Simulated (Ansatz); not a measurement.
The system is GaAs.

```
CELL_PARAMETERS angstrom
0.00000 2.82685 2.82685
2.82685 0.00000 2.82685
2.82685 2.82685 0.00000
ATOMIC_POSITIONS crystal
As 0.75000 0.75000 0.75000
Ga 0.00000 0.00000 0.00000
```

Base run:

| Quantity | Value |
| --- | --- |
| Program | Ansatz 0.2.0 |
| Functional | PBEsol |
| Potentials or basis | Ansatz PAW |
| Cutoff | 420 eV (not typed: the program's choice for these potentials) |
| k mesh | 8 × 8 × 8 |
| Occupations | fermi-dirac, width 0.05 eV |
| Spin | no spin polarisation |

Its results: band gap on the k mesh 0.44 eV, direct; pressure 0.2 GPa.

Task: After a change of settings the same cell gave: band gap on the k mesh 0.28 eV, direct; pressure -1.9 GPa. Which change was it?
A. functional from PBEsol to B3LYP; k mesh from 8 × 8 × 8 to 4 × 4 × 4
B. functional from PBEsol to PBE0; k mesh from 8 × 8 × 8 to 4 × 4 × 4
C. functional from PBEsol to LDA

Result: C.

LDA binds more tightly than PBEsol, so the same cell stands under less pressure.

Caveats: the PAW data sets come from PBE, with cores solved anew for the run's functional, which leaves a small shift of forces and pressure.

Runs at the PBE level aren't shown here.
